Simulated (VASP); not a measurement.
Input of a VASP 6.6.1 run:

File INCAR:

```
PREC = Accurate
ENCUT = 600
EDIFF = 1E-6
ISMEAR = 0
SIGMA = 0.03
LREAL = False
LASPH = True
NELM = 80
ALGO = Normal
ISIF = 3
LWAVE = False
LCHARG = False
GGA = PS
IBRION = 2
NSW = 90
EDIFFG = -0.01
```

The input KPOINTS:

```
regular mesh
0
Gamma
  8 8 8
```

POSCAR

```
CdS
1.0
    0.0000000000      2.9165000000      2.9165000000
    2.9165000000      0.0000000000      2.9165000000
    2.9165000000      2.9165000000      0.0000000000
Cd S
1 1
Direct
    0.0000000000      0.0000000000      0.0000000000
    0.2500000000      0.2500000000      0.2500000000
```

Potentials or basis: VASP PAW PBE potentials, release 64 (Cd, S).

Launch:

```bash
$ cat potpaw_PBE.64/Cd/POTCAR potpaw_PBE.64/S/POTCAR > POTCAR
$ mpirun -np 1 vasp_std > vasp.out
```

Problem. Predict the relaxed volume.

Solution. 24.86 Å³/atom.

Problem. Predict the band gap on the k mesh.

Solution. 1.00 eV, direct.

Final structure:
```
Cd S
1.0
     0.00000    2.91846    2.91846
     2.91846    0.00000    2.91846
     2.91846    2.91846    0.00000
Cd S
1 1
Cartesian
  2.9185 5.8369 2.9185
  1.4592 1.4592 1.4592
```

Caveat: the PAW data sets were made with another functional, which shifts forces and pressure a little.
